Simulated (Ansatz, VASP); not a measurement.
## Si3Ge (random alloy of the diamond Si-Ge line, x = 0.25): VASP beside Ansatz

Wanted: the spread between two codes on one cell, functional and k mesh. Of the first pair: The structure shown is the start of the Ansatz relaxation below; VASP solves that cell, so the two are compared at the walk's first step.

Calculated with Ansatz 0.2.0; plane waves, with VASP 6.6.1 beside it; single point at PBE.

**1. Set-up**

The cell holds 64 atoms: 48 Si and 16 Ge. Its edges and angles: a = 11.084 Å, b = 11.084 Å, c = 11.084 Å, α = 90.0°, β = 90.0°, γ = 90.0°. It derives from Si (diamond Si-Ge), repeated 2×2×2. Diamond Si-Ge: 64 atoms, 16 of 64 Si sites given to Ge at random, cell and internal coordinates interpolated linearly between the end members (Vegard's rule); (so at first; earlier steps may have moved the atoms), displaced by a Gaussian of 0.02 A. Lattice constants are starting values near those of PBE.

**2. Ansatz: relaxation, PBE**

Ansatz runs on its default PAW (the set named soft_2) files.

The two programs are compared at the cell with which this relaxation starts, whose forces are those of its first step.

File input.yaml:

```yaml
crystal:
  lattice:
    - [11.0835, 0.0, 0.0]
    - [0.0, 11.0835, 0.0]
    - [0.0, 0.0, 11.0835]
  atoms:
    - { symbol: Si, position: [0.99925, 0.9999, 0.99615] }
    - { symbol: Ge, position: [0.12796, 0.12176, 0.12348] }
    - { symbol: Ge, position: [0.00091, 0.24775, 0.24809] }
    - { symbol: Si, position: [0.12336, 0.376, 0.37914] }
    - { symbol: Si, position: [0.25007, 0.99798, 0.25097] }
    - { symbol: Ge, position: [0.37392, 0.12497, 0.37712] }
    - { symbol: Si, position: [0.24865, 0.25002, 0.99842] }
    - { symbol: Ge, position: [0.37472, 0.37546, 0.12322] }
    - { symbol: Si, position: [0.99939, 0.99957, 0.49885] }
    - { symbol: Ge, position: [0.12286, 0.12244, 0.62472] }
    - { symbol: Si, position: [0.99951, 0.25403, 0.74561] }
    - { symbol: Si, position: [0.1252, 0.37567, 0.87745] }
    - { symbol: Si, position: [0.25091, 0.99848, 0.75] }
    - { symbol: Si, position: [0.37598, 0.12443, 0.87639] }
    - { symbol: Ge, position: [0.24663, 0.25312, 0.50265] }
    - { symbol: Ge, position: [0.37439, 0.3761, 0.62509] }
    - { symbol: Ge, position: [0.9985, 0.50016, 0.00181] }
    - { symbol: Si, position: [0.12431, 0.62432, 0.12487] }
    - { symbol: Si, position: [0.00078, 0.75231, 0.24885] }
    - { symbol: Si, position: [0.12592, 0.87539, 0.37165] }
    - { symbol: Ge, position: [0.24924, 0.49976, 0.24993] }
    - { symbol: Si, position: [0.37559, 0.62132, 0.37508] }
    - { symbol: Si, position: [0.24878, 0.7474, 0.00095] }
    - { symbol: Si, position: [0.37633, 0.87382, 0.12652] }
    - { symbol: Si, position: [0.99931, 0.50012, 0.49802] }
    - { symbol: Si, position: [0.12786, 0.6202, 0.62483] }
    - { symbol: Si, position: [0.00125, 0.74633, 0.74966] }
    - { symbol: Si, position: [0.12486, 0.87649, 0.87725] }
    - { symbol: Si, position: [0.24927, 0.4975, 0.75247] }
    - { symbol: Ge, position: [0.3772, 0.62417, 0.87563] }
    - { symbol: Si, position: [0.25069, 0.75102, 0.50037] }
    - { symbol: Si, position: [0.37754, 0.87186, 0.62688] }
    - { symbol: Ge, position: [0.50069, 0.99961, 0.00212] }
    - { symbol: Si, position: [0.62077, 0.1271, 0.1257] }
    - { symbol: Si, position: [0.49796, 0.25078, 0.24945] }
    - { symbol: Ge, position: [0.62967, 0.37831, 0.3758] }
    - { symbol: Si, position: [0.7487, 0.99895, 0.24941] }
    - { symbol: Si, position: [0.87399, 0.12337, 0.37393] }
    - { symbol: Si, position: [0.7495, 0.24907, 0.99874] }
    - { symbol: Si, position: [0.87332, 0.3796, 0.12234] }
    - { symbol: Ge, position: [0.49816, 0.00078, 0.49942] }
    - { symbol: Ge, position: [0.62576, 0.12644, 0.62728] }
    - { symbol: Si, position: [0.50136, 0.24821, 0.752] }
    - { symbol: Si, position: [0.62182, 0.37479, 0.8741] }
    - { symbol: Ge, position: [0.74809, 0.00107, 0.74967] }
    - { symbol: Ge, position: [0.87684, 0.12232, 0.87653] }
    - { symbol: Si, position: [0.7509, 0.25023, 0.49744] }
    - { symbol: Si, position: [0.87455, 0.37221, 0.62124] }
    - { symbol: Si, position: [0.50592, 0.50175, 0.00323] }
    - { symbol: Si, position: [0.62423, 0.62626, 0.12626] }
    - { symbol: Si, position: [0.50109, 0.75001, 0.24959] }
    - { symbol: Si, position: [0.62127, 0.8761, 0.37576] }
    - { symbol: Si, position: [0.75202, 0.49951, 0.25314] }
    - { symbol: Si, position: [0.87419, 0.62273, 0.37669] }
    - { symbol: Si, position: [0.74915, 0.74774, 0.00023] }
    - { symbol: Si, position: [0.87637, 0.87544, 0.1259] }
    - { symbol: Si, position: [0.50741, 0.50148, 0.50276] }
    - { symbol: Si, position: [0.62142, 0.62566, 0.6264] }
    - { symbol: Si, position: [0.49934, 0.74842, 0.75072] }
    - { symbol: Si, position: [0.62443, 0.87393, 0.87707] }
    - { symbol: Si, position: [0.75241, 0.50055, 0.74918] }
    - { symbol: Si, position: [0.87593, 0.6265, 0.87614] }
    - { symbol: Si, position: [0.74738, 0.74939, 0.50065] }
    - { symbol: Si, position: [0.87612, 0.87673, 0.62637] }
kpoints:
  mp_grid: { grid: [1, 1, 1] }
hamiltonian:
  xc: pbe
scf:
  occupations: { method: fermi_dirac, width: 0.025 }
output:
  forces: true
relax:
  f_tol: 0.04
  max_steps: 150
  cell: {}
```

On the command line:

```console
> ansatz run input.yaml --threads 4 --pin off --max-ram 8192MiB --backend cpu --events-out ev --progress --plain --runs-dir out
```

Numbers of over 12 decimals in the logs are rounded to 6 here.

The program printed:

```text
Engine: ansatz 0.2.0, aarch64-unknown-linux-gnu
Pseudopotentials: kind: paw
Pseudopotential: Si, paw, valence charge 4, recommended cutoff 420 eV (normal), Si.paw.azcp
Pseudopotential: Ge, paw, valence charge 14, recommended cutoff 420 eV (normal), Ge.paw.azcp
Functional definition: PBE
  parameter kappa = 0.804
  parameter beta = 0.066725
  exchange = pbe_x(kappa = kappa, mu = beta*pi^2/3)
  correlation = pbe_c(beta = beta)
Crystal: 64 atoms, lattice volume = 1361.541 Å³
Basis set: ecut = 420 eV, 26745 PW (Γ), exchange–correlation on 150×150×150 points (8 copies of the dense FFT grid, shifted against one another)
Bands: 272, of which v1, the nominal top of the filled ones, is band 208 counted from 1 (207 counted from 0)
Symmetry: 1 space group operations
Space group: P1 (ITA 1), of the structure as read, at distance tolerance 1.1e-4 Å
k-points: 1
Non-local potential: Si, projectors of the file, l = 0: 2, l = 1: 2, l = 2: 2
Non-local potential: Ge, projectors of the file, l = 0: 2, l = 1: 2, l = 2: 3, l = 3: 1
PAW form: soft (Blöchl's): semilocal exchange-correlation on the pseudo side does not see the compensation charge
PAW one-centre angular grid: Si, 110 points (default); XC on 64 Gauss nodes
PAW one-centre angular grid: Ge, 590 points (default); XC on 64 Gauss nodes
Initial density: superposition of atomic densities (neutral atoms: chi_scale 0, normalization atom), corrected by the library's trained network
Initial wavefunctions: pseudopotential atomic-orbital guess
Functional: x = pbe(κ = 0.804, μ = 0.219515), c = pbe(β = 0.066725)
SCF iter   1: F=—  HF=-99229.943664 eV  |F-HF|=—  |Δ(HF+E_count)|=         —  Δρ=1.89e-3  dr2=9.41e-2  ethr=1.77e-3  ⟨swp⟩=7.0  Hψ=1236  notcnv=0  defer=20
preconditioner: auto → Resta (q_TF=auto, 2.239 Å⁻¹)  ε∞=5.1  [insulator: Δε(μ)=0.630 eV  Ē_g=7.907 eV  σ=0.025 eV  W_gap=1.00  n_scr=250 (ndim 8)  ℏωp=16.1 eV  f_vac=0.000  D(μ)=0.00/eV (n_scr^D=0)  ε∞_Penn≈5.1]
SCF iter   2: F=—  HF=-99229.923368 eV  |F-HF|=—  |Δ(HF+E_count)|=   2.03e-2  Δρ=1.13e-3  dr2=2.79e-2  ethr=2.26e-5  ⟨swp⟩=2.0  Hψ=385  notcnv=0  defer=43
SCF iter   3: F=—  HF=-99229.922546 eV  |F-HF|=—  |Δ(HF+E_count)|=   8.23e-4  Δρ=6.05e-4  dr2=5.69e-3  ethr=6.70e-6  ⟨swp⟩=2.0  Hψ=432  notcnv=0  defer=43
SCF iter   4: F=—  HF=-99229.918905 eV  |F-HF|=—  |Δ(HF+E_count)|=   3.64e-3  Δρ=1.60e-4  dr2=4.94e-4  ethr=1.37e-6  ⟨swp⟩=2.0  Hψ=432  notcnv=0  defer=43
SCF iter   5: F=—  HF=-99229.919327 eV  |F-HF|=—  |Δ(HF+E_count)|=   4.21e-4  Δρ=5.84e-5  dr2=4.68e-5  ethr=1.19e-7  ⟨swp⟩=2.0  Hψ=432  notcnv=0  defer=43
SCF iter   6: F=—  HF=-99229.918759 eV  |F-HF|=—  |Δ(HF+E_count)|=   5.68e-4  Δρ=9.02e-6  dr2=1.24e-6  ethr=1.12e-8  ⟨swp⟩=2.0  Hψ=432  notcnv=0  defer=43
SCF iter   7: F=—  HF=-99229.918762 eV  |F-HF|=—  |Δ(HF+E_count)|=   3.02e-6  Δρ=3.16e-6  dr2=1.57e-7  ethr=2.99e-10  ⟨swp⟩=2.0  Hψ=432  notcnv=0  defer=43
SCF iter   8: F=-99229.918762 eV  HF=-99229.918762 eV  |F-HF|=1.12e-8  |Δ(HF+E_count)|=   3.17e-8  Δρ=1.10e-6  dr2=1.42e-8  ethr=2.40e-11  ⟨swp⟩=4.0  Hψ=831  notcnv=0
SCF 1 converged in 8 iterations: F = -99229.918762 eV  dr2 = 1.42e-8
  greatest PAW one-centre occupation: 0.998 electrons in one spin orbital (limit 2), on the Ge atom at site 14 (counted from 0), in its partial waves of l = 2
relax step   1: F+E_penalty+E_count = -99229.91876207 eV  Δ(F+E_penalty+E_count) = +0.000e0 eV  max|allowed force component| = 9.702e-1 eV/Å  Δτ_max = 0.0000 Å  P = +0.315 GPa  Ω = 1361.541 Å³  (8 SCF iters, dr2 threshold 1.00e-7 eV, accepted)
Crystal: 64 atoms, lattice volume = 1364.065 Å³
Basis set: ecut = 420 eV, 26763 PW (Γ), exchange–correlation on 150×150×150 points (8 copies of the dense FFT grid, shifted against one another)
Initial density: handed on by an earlier stage of this run
Initial wavefunctions: those handed on with the density
iter 1 solved again at ethr=6.44e-5 eV; its pass at ethr=3.10e-3 eV (dr2=2.68e-1 eV) is discarded
SCF iter   1: F=—  HF=-99230.773501 eV  |F-HF|=—  |Δ(HF+E_count)|=         —  Δρ=4.91e-3  dr2=2.79e-1  ethr=6.44e-5  ⟨swp⟩=7.0  Hψ=1504  notcnv=0  defer=16
preconditioner: auto → Resta (q_TF=auto, 2.238 Å⁻¹)  ε∞=5.2  [insulator: Δε(μ)=0.610 eV  Ē_g=7.864 eV  σ=0.025 eV  W_gap=1.00  n_scr=250 (ndim 8)  ℏωp=16.1 eV  f_vac=0.000  D(μ)=0.00/eV (n_scr^D=0)  ε∞_Penn≈5.2]
SCF iter   2: F=—  HF=-99230.745781 eV  |F-HF|=—  |Δ(HF+E_count)|=   2.77e-2  Δρ=2.69e-3  dr2=7.21e-2  ethr=6.44e-5  ⟨swp⟩=2.0  Hψ=327  notcnv=0  defer=48
SCF iter   3: F=—  HF=-99230.741835 eV  |F-HF|=—  |Δ(HF+E_count)|=   3.95e-3  Δρ=4.38e-4  dr2=2.56e-3  ethr=1.73e-5  ⟨swp⟩=2.0  Hψ=311  notcnv=0  defer=48
SCF iter   4: F=—  HF=-99230.741411 eV  |F-HF|=—  |Δ(HF+E_count)|=   4.24e-4  Δρ=1.62e-4  dr2=3.73e-4  ethr=6.14e-7  ⟨swp⟩=2.0  Hψ=432  notcnv=0  defer=48
[...]
atom  12  Si     0.00124026    -0.00046702    -0.00055795
  atom  13  Si    -0.00021081     0.00073154     0.00015595
  atom  14  Si    -0.00045637     0.00025988    -0.00016372
  atom  15  Ge    -0.00073401     0.00099236     0.00202441
  atom  16  Ge     0.00115882     0.00052909     0.00039931
  atom  17  Ge    -0.00025873    -0.00008179    -0.00061109
  atom  18  Si    -0.00044758    -0.00014631    -0.00086153
  atom  19  Si     0.00034456    -0.00100135     0.00035725
  atom  20  Si    -0.00004074    -0.00039140     0.00047955
  atom  21  Ge    -0.00148688     0.00034778    -0.00033779
  atom  22  Si    -0.00053236    -0.00114073    -0.00038559
  atom  23  Si     0.00069927    -0.00025956    -0.00004783
  atom  24  Si    -0.00050534     0.00034116     0.00023600
  atom  25  Si     0.00006748    -0.00004938    -0.00024109
  atom  26  Si    -0.00005143     0.00006198    -0.00050666
  atom  27  Si     0.00004893    -0.00024653    -0.00022910
  atom  28  Si     0.00025368    -0.00029601     0.00114748
  atom  29  Si    -0.00084485    -0.00051786    -0.00027155
  atom  30  Ge    -0.00014070    -0.00067176    -0.00063019
  atom  31  Si     0.00048671    -0.00008171     0.00030713
  atom  32  Si    -0.00016014    -0.00025221     0.00094533
  atom  33  Ge    -0.00055109     0.00053993     0.00032904
  atom  34  Si    -0.00004428     0.00112447    -0.00044193
  atom  35  Si    -0.00028869    -0.00077515    -0.00003135
[...]
atom  57  Si    -0.00013467     0.00004552    -0.00031138
  atom  58  Si    -0.00028918    -0.00009158    -0.00045910
  atom  59  Si     0.00063785    -0.00013168     0.00003227
  atom  60  Si     0.00084454    -0.00014305     0.00055812
  atom  61  Si     0.00007198     0.00026777    -0.00018973
  atom  62  Si    -0.00011629     0.00007766     0.00013632
  atom  63  Si     0.00084609     0.00024197     0.00035008
  atom  64  Si     0.00031357     0.00070769     0.00118885
  max |Σ_I F_I| component: 3.26e-6 eV/Å
--- Stress (GPa, compression-positive) ---
        0.004237       0.000530      -0.000039
        0.000530      -0.001217      -0.000352
       -0.000039      -0.000352       0.001854
  P = ⅓ Tr σ = 0.0016 GPa (0.016 kbar)
--- Relaxed structure (4 steps of the walk, 4 accepted, 1 SCFs on fresh bases) ---
  F+E_penalty+E_count = -99230.78727643 eV   max|allowed force component| = 2.024e-3 eV/Å   (the final SCF, on the basis selected at the relaxed cell)
  cell:  # Å, volume = 1364.9165 Å³
    - [11.092338, 0.000480064, -0.000275365]
    - [0.000480064, 11.091989, -0.000700372]
    - [-0.000275365, -0.000700372, 11.093627]
  atoms:
    - { symbol: Si, position: [1.000024, 0.995100, 1.000255] }
    - { symbol: Ge, position: [0.126625, 0.121814, 0.123009] }
    - { symbol: Ge, position: [-0.00337395, 0.250813, 0.251849] }
    - { symbol: Si, position: [0.121002, 0.378838, 0.377088] }
    - { symbol: Si, position: [0.249181, 0.993946, 0.249697] }
    - { symbol: Ge, position: [0.374835, 0.122926, 0.370009] }
    - { symbol: Si, position: [0.249996, 0.249066, 0.994617] }
    - { symbol: Ge, position: [0.377335, 0.373294, 0.121988] }
    - { symbol: Si, position: [0.997908, 0.995821, 0.498226] }
    - { symbol: Ge, position: [0.121905, 0.121548, 0.627089] }
    - { symbol: Si, position: [0.999457, 0.253371, 0.750586] }
    - { symbol: Si, position: [0.125803, 0.374492, 0.872851] }
    - { symbol: Si, position: [0.250841, 0.996795, 0.752589] }
    - { symbol: Si, position: [0.374124, 0.125124, 0.873066] }
    - { symbol: Ge, position: [0.248014, 0.251780, 0.498572] }
    - { symbol: Ge, position: [0.376774, 0.378930, 0.627640] }
    - { symbol: Ge, position: [0.999244, 0.500920, -0.000719006] }
    - { symbol: Si, position: [0.123472, 0.629454, 0.125761] }
    - { symbol: Si, position: [-0.00104348, 0.750651, 0.250854] }
    - { symbol: Si, position: [0.124420, 0.873100, 0.375490] }
    - { symbol: Ge, position: [0.249233, 0.503405, 0.252204] }
    - { symbol: Si, position: [0.377185, 0.628716, 0.378203] }
    - { symbol: Si, position: [0.247877, 0.751814, 0.00241838] }
    - { symbol: Si, position: [0.373686, 0.871590, 0.127489] }
    - { symbol: Si, position: [0.998469, 0.501876, 0.501291] }
    - { symbol: Si, position: [0.124002, 0.624952, 0.625162] }
    - { symbol: Si, position: [0.00042652, 0.749333, 0.749236] }
    - { symbol: Si, position: [0.124568, 0.873254, 0.875404] }
    - { symbol: Si, position: [0.246409, 0.501484, 0.750649] }
    - { symbol: Ge, position: [0.374583, 0.625775, 0.876232] }
    - { symbol: Si, position: [0.249032, 0.749778, 0.501717] }
    - { symbol: Si, position: [0.373136, 0.871801, 0.627761] }
    - { symbol: Ge, position: [0.499621, 0.999075, 0.00116783] }
    - { symbol: Si, position: [0.627908, 0.125129, 0.126713] }
    - { symbol: Si, position: [0.503299, 0.248008, 0.247876] }
    - { symbol: Ge, position: [0.626617, 0.376475, 0.374919] }
[...]
- { symbol: Ge, position: [0.500306, -0.00516132, 0.499772] }
    - { symbol: Ge, position: [0.625557, 0.127721, 0.626481] }
[...]
- { symbol: Ge, position: [0.751990, -0.00496744, 0.750683] }
    - { symbol: Ge, position: [0.876599, 0.127003, 0.878880] }
[...]
- { symbol: Si, position: [0.501620, 0.504974, 0.500918] }
    - { symbol: Si, position: [0.626481, 0.626193, 0.624931] }
    - { symbol: Si, position: [0.501347, 0.749897, 0.748795] }
    - { symbol: Si, position: [0.624657, 0.870449, 0.875700] }
    - { symbol: Si, position: [0.749523, 0.500217, 0.749381] }
    - { symbol: Si, position: [0.872876, 0.626920, 0.872413] }
    - { symbol: Si, position: [0.751222, 0.748061, 0.498749] }
    - { symbol: Si, position: [0.877091, 0.870436, 0.622086] }
```

(Continued in part 2 of 2.)

[Lines on the potential files, build, host, timing and source positions are cut from VASP's logs without a mark.]

[Logs are printed without paths, hosts, clocks, repeated set-up lines and the standing remarks that a program may print on its own settings, such as how far it seeks lower states.]

[Hosts, paths, dates, database ids (printed as entryN), source tags and the programs' standing remarks are cut or masked in the printed files.]
